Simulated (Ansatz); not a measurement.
Crystal: Ti, fcc type, 1 atom in the cell.

Theory: PBE, plane waves, PAW datasets (earlier set, tuned by hand) in Ansatz 0.2.0 development build.

Cutoff 740 eV; k-mesh 23×23×23 Γ-centred; Fermi–Dirac smearing of 0.0612 eV; no spin polarisation.

```csv
V (Å³/atom),a (Å),E − E(min) (meV/atom),P (GPa)
16.353,4.0292,22.88,7.37
16.700,4.0575,9.83,4.69
17.048,4.0855,2.36,2.23
17.396,4.1131,0.00,-0.02
17.744,4.1404,2.31,-2.08
18.092,4.1673,8.89,-3.96
18.440,4.1938,19.38,-5.68
```

Problem. Fit a third-order Birch–Murnaghan equation of state to the energies.

Solution. V₀ = 17.393 Å³/atom (a₀ = 4.113 Å), B₀ = 108 GPa, B₀′ = 3.45.

The published all-electron PBE values for this crystal (mean of FLEUR and WIEN2k, k-spacing 0.06 Å⁻¹; Bosoni et al., Nat. Rev. Phys. 6, 45 (2024)) are V₀ = 17.395 Å³/atom, B₀ = 107.5 GPa, B₀′ = 3.45. This run's mesh is coarser (spacing 0.12 Å⁻¹), so part of any difference comes from k-sampling.

The stress includes the program's correction for the finite plane-wave basis.

This cubic structure is a model: it isn't the usual form of the substance at ambient conditions, and such phases are metastable or hypothetical.
